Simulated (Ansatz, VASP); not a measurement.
One calculation of TePb, two programs

```
CELL_PARAMETERS angstrom
0.00000 3.28605 3.28605
3.28605 0.00000 3.28605
3.28605 3.28605 0.00000
ATOMIC_POSITIONS crystal
Te 0.50000 0.50000 0.50000
Pb 0.00000 0.00000 0.00000
```

Alike in both runs: functional PBE; k mesh 8 × 8 × 8; occupations gaussian, width 0.02 eV; no spin polarisation.

Ansatz relaxed the structure, and its values are those at the end. VASP's run is a single point on that final structure, the one shown.

|  | VASP | Ansatz |
| --- | --- | --- |
| version | VASP 6.6.1 | Ansatz 0.2.0 |
| potentials or method | VASP PAW PBE potentials, release 64 (Te, Pb_d) | scalar-relativistic, plane waves, PAW |
| plane-wave cutoff (eV) | 520 | 420 |
| valence electrons in the cell | 20 | 30 |

|  | VASP | Ansatz | Ansatz less VASP |
| --- | --- | --- | --- |
| gap on the k mesh at the Fermi level (eV) | 0.83 | 0.83 | -0.004 |
| least direct gap on the mesh (eV) | 0.83 | 0.83 | -0.004 |
| pressure (GPa) | -0.1 | 0.0 | +0.06 |

The functional is the same, so the differences come from potentials, cutoffs and numerics. The two sets of potentials don't hold the same shells in valence.

Caveats: spin-orbit coupling is left out, which as a rule narrows the gap of such compounds by several tenths of an eV. A k mesh can miss the band edges.
